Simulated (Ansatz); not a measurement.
# Sr: the cost of one run

Method: DFT PBE, scalar-relativistic, in Ansatz 0.2.0.

**1. Starting point**

The structure is cubic, space group Fm-3m (No. 225). The conventional cell has a = 6.085 Å, b = 6.085 Å, c = 6.085 Å, α = 90.00°, β = 90.00°, γ = 90.00°. Sr (site symmetry m-3m) is surrounded by 12 Sr at 4.30 Å.

As a file:

```
CELL_PARAMETERS angstrom
0.00000 3.04235 3.04235
3.04235 0.00000 3.04235
3.04235 3.04235 0.00000
ATOMIC_POSITIONS crystal
Sr 0.00000 0.00000 0.00000
```

Structure: COD 9008484, as refined from experiment and not relaxed.

**2. Volume × 0.9405, LAPW**

Input file input.yaml:

```yaml
crystal:
  lattice:
    - [0.0, 2.9807721162, 2.9807721162]
    - [2.9807721162, 0.0, 2.9807721162]
    - [2.9807721162, 2.9807721162, 0.0]
  atoms:
    - { symbol: Sr, position: [0.0, 0.0, 0.0] }
kpoints:
  mp_grid: { grid: [10, 10, 10] }
scf:
  occupations: { method: fermi_dirac, width: 0.08 }
hamiltonian:
  xc: pbe
  pseudopotentials: { kind: all_electron, lapw: { basis_error: 0.0005 } }
output:
  forces: true
  stress: true
  eigenvalues: true
```

Command:

```console
$ ansatz run input.yaml --threads 1 --pin off --max-ram 2048MiB --backend cpu --events-out ev --progress --plain --runs-dir out
```

**Question.** How long does this run take on 1 thread of INTEL XEON PLATINUM 8581C at 2.30GHz (Emerald Rapids), shared host, and how much memory does it need?

About 1.8 s, with a peak of 0.27 GiB.
